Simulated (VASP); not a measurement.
# VASP 6.6.1, GW calculation on PBE orbitals, LiH (rocksalt)

INCAR, step 1 (ground state)

```
PREC = Accurate
ENCUT = 500
GGA = PE
LASPH = .TRUE.
LREAL = .FALSE.
SIGMA = 0.01
EDIFF = 1E-7
ISMEAR = 0
LWAVE = .TRUE.
LCHARG = .FALSE.
NELM = 120
```

INCAR, step 2 (empty bands)

```
EDIFF = 1E-7
LREAL = .FALSE.
NBANDS = 69
GGA = PE
LOPTICS = .TRUE.
SIGMA = 0.01
PREC = Accurate
ISTART = 1
ISMEAR = 0
ENCUT = 500
LASPH = .TRUE.
LCHARG = .FALSE.
ALGO = Exact
NELM = 1
LWAVE = .TRUE.
```

INCAR, step 3 (GW)

```
ENCUTGW = 150
ALGO = EVGW0
ENCUT = 500
LREAL = .FALSE.
LASPH = .TRUE.
EDIFF = 1E-7
LCHARG = .FALSE.
ENCUTGWSOFT = 150
ISMEAR = 0
LWAVE = .FALSE.
ISTART = 1
NOMEGA = 64
PREC = Accurate
SIGMA = 0.01
NBANDSGW = 10
PRECFOCK = Fast
NELMGW = 3
NBANDS = 69
GGA = PE
NELM = 120
```

KPOINTS

```
KPOINTS created by Atomic Simulation Environment
0
Gamma
6 6 6
0 0 0
```

POSCAR

```
Li H
 1.0000000000000000
     0.0000000000000000    2.0029948411000000    2.0029948411000000
     2.0029948411000000    0.0000000000000000    2.0029948411000000
     2.0029948411000000    2.0029948411000000    0.0000000000000000
 Li  H
   1   1
Cartesian
  0.0000000000000000  0.0000000000000000  0.0000000000000000
  2.0029948411000000  2.0029948411000000  2.0029948411000000
```

VASP ran with the GW set of PAW datasets (4 valence electrons in the cell).

Command

```
mpirun -np 1 vasp_std
```

From OUTCAR

```
k-points           NKPTS =     16   k-points in BZ     NKDIM =    216   number of bands    NBANDS=     69

   NELECT =       4.0000    total number of electrons

   dimension x,y,z NGX =    24 NGY =   24 NGZ =   24
   dimension x,y,z NGXF=    48 NGYF=   48 NGZF=   48

  energy-cutoff  :      500.00
  volume of cell :       16.07
      direct lattice vectors                 reciprocal lattice vectors
     0.000000000  2.002994841  2.002994841    -0.249626205  0.249626205  0.249626205
     2.002994841  0.000000000  2.002994841     0.249626205 -0.249626205  0.249626205
     2.002994841  2.002994841  0.000000000     0.249626205  0.249626205 -0.249626205

 k-points in reciprocal lattice and weights: KPOINTS created by Atomic Simulation Env
   0.00000000  0.00000000  0.00000000       0.005
   0.16666667  0.00000000  0.00000000       0.037
   0.33333333  0.00000000  0.00000000       0.037
   0.50000000  0.00000000  0.00000000       0.019
   0.16666667  0.16666667  0.00000000       0.028
   0.33333333  0.16666667  0.00000000       0.111
   0.50000000  0.16666667  0.00000000       0.111
  -0.33333333  0.16666667  0.00000000       0.111
   ...

 QP shifts <psi_nk| G(iteration)W_0 |psi_nk>: iteration 1
 for sc-GW calculations column KS-energies equals QP-energies in previous step
 and V_xc(KS)=  KS-energies - (<T + V_ion + V_H > + <T+V_H+V_ion>^1  + <V_x>^1)

 k-point   1 :       0.0000    0.0000    0.0000
  band No.  KS-energies  QP-energies   sigma(KS)   V_xc(KS)     V^pw_x(r,r')   Z            occupation Imag(sigma)

      1     -44.7286     -52.1360     -37.7583     -27.5262     -43.2594       0.7239       2.0000       0.2727
      2      -5.9044      -7.4897     -12.4687     -10.1702     -16.0329       0.6897       2.0000       0.4607
      3      15.6635      16.4025     -10.9217     -11.9374      -4.7699       0.7276       0.0000      -1.1596
      4      17.4344      18.3943      -7.7322      -8.9951      -2.4070       0.7600       0.0000      -0.7247
      5      17.4344      18.3943      -7.7322      -8.9951      -2.4070       0.7600       0.0000      -0.7247
      6      17.4344      18.3943      -7.7322      -8.9951      -2.4070       0.7600       0.0000      -0.7247
      7      22.1800      22.8341      -6.6407      -7.3570      -1.1686       0.9132       0.0000      -2.1191
      8      22.1800      22.8341      -6.6407      -7.3570      -1.1686       0.9132       0.0000      -2.1191
      9      22.1800      22.8341      -6.6407      -7.3570      -1.1686       0.9132       0.0000      -2.1191
     10      23.6767      24.4201      -5.9102      -6.7727      -0.8286       0.8620       0.0000      -1.8402

 ...

 QP shifts <psi_nk| G(iteration)W_0 |psi_nk>: iteration 2

 k-point   1 :       0.0000    0.0000    0.0000
  band No. old QP-enery  QP-energies   sigma(KS)   T+V_ion+V_H  V^pw_x(r,r')   Z            occupation Imag(sigma)

      1     -52.1360     -54.2297     -37.7397     -17.2024     -43.2594       0.7461       2.0000       0.2800
      2      -7.4897      -7.9054     -12.3606       4.2659     -16.0329       0.6871       2.0000       0.4837
      3      16.4025      16.5697     -10.9689      27.6008      -4.7699       0.7286       0.0000      -1.1982
      4      18.3943      18.5852      -7.7843      26.4295      -2.4070       0.7607       0.0000      -0.7676
      5      18.3943      18.5852      -7.7843      26.4295      -2.4070       0.7607       0.0000      -0.7676
      6      18.3943      18.5852      -7.7843      26.4295      -2.4070       0.7607       0.0000      -0.7676
      7      22.8341      22.9005      -6.6301      29.5369      -1.1686       0.9133       0.0000      -2.1151
      8      22.8341      22.9005      -6.6301      29.5369      -1.1686       0.9133       0.0000      -2.1151
      9      22.8341      22.9005      -6.6301      29.5369      -1.1686       0.9133       0.0000      -2.1151
     10      24.4201      24.5144      -5.9197      30.4493      -0.8286       0.8613       0.0000      -1.8757

 ...

 QP shifts <psi_nk| G(iteration)W_0 |psi_nk>: iteration 3

 k-point   1 :       0.0000    0.0000    0.0000
  band No. old QP-enery  QP-energies   sigma(KS)   T+V_ion+V_H  V^pw_x(r,r')   Z            occupation Imag(sigma)

      1     -54.2297     -54.7248     -37.7092     -17.2024     -43.2594       0.7260       2.0000       0.2897
      2      -7.9054      -8.0082     -12.3207       4.2659     -16.0329       0.6882       2.0000       0.4990
      3      16.5697      16.6070     -10.9801      27.6008      -4.7699       0.7298       0.0000      -1.2093
      4      18.5852      18.6228      -7.7949      26.4295      -2.4070       0.7598       0.0000      -0.7763
      5      18.5852      18.6228      -7.7949      26.4295      -2.4070       0.7598       0.0000      -0.7763
      6      18.5852      18.6228      -7.7949      26.4295      -2.4070       0.7598       0.0000      -0.7763
      7      22.9005      22.9049      -6.6316      29.5369      -1.1686       0.9128       0.0000      -2.0912
      8      22.9005      22.9049      -6.6316      29.5369      -1.1686       0.9128       0.0000      -2.0912
      9      22.9005      22.9049      -6.6316      29.5369      -1.1686       0.9128       0.0000      -2.0912
     10      24.5144      24.5255      -5.9220      30.4493      -0.8286       0.8620       0.0000      -1.8682

 ...
```

```yaml
PBE_gap_on_the_mesh: 2.97 eV
G₀W₀_gap_on_the_mesh: 4.87 eV
```

These GW values are short of the basis and mesh limit.

The run (its last step) took about 2.7 min on one core of a shared host (Intel Xeon Platinum 8488C) and held 0.29 GiB at most.
